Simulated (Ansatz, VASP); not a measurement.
**AlN: VASP beside Ansatz**

```
Al N
1.0
     0.00000   -2.01842   -2.01842
     0.00000    2.01842   -2.01842
     4.03685    0.00000    0.00000
Al N
2 2
Cartesian
  0.0000 -0.0468 -2.0184
  2.0184 0.0468 0.0000
  2.0184 0.0170 -2.0184
  0.0000 2.0014 -2.0184
```

Change from the starting cell: mode 4 frozen in at -0.047 Å, equal normal strain along x, y and z -0.0083.

Alike in both runs: task single point; functional PBE; k mesh 8 × 8 × 6; occupations gaussian, width 0.05 eV; no spin polarisation.

```csv
,VASP,Ansatz
version,VASP 6.6.1,Ansatz 0.2.0
potentials or method,"VASP PAW PBE potentials, release 64 (Al, N)","scalar-relativistic, plane waves, PAW"
plane-wave cutoff (eV),520,520
valence electrons in the cell,16,16
```

```csv
,VASP,Ansatz,Ansatz less VASP
gap on the k mesh at the Fermi level (eV),4.64,4.66,+0.023
least direct gap on the mesh (eV),4.65,4.68,+0.023
pressure (GPa),6.5,6.8,+0.33
largest component of the traceless stress (GPa),0.36,0.36,-0.001
rms of the force components (eV/Å),0.212,0.212,+0.0001
```

Atom by atom the forces differ by 0.000 eV/Å (rms over components).

A k mesh can miss the band edges.
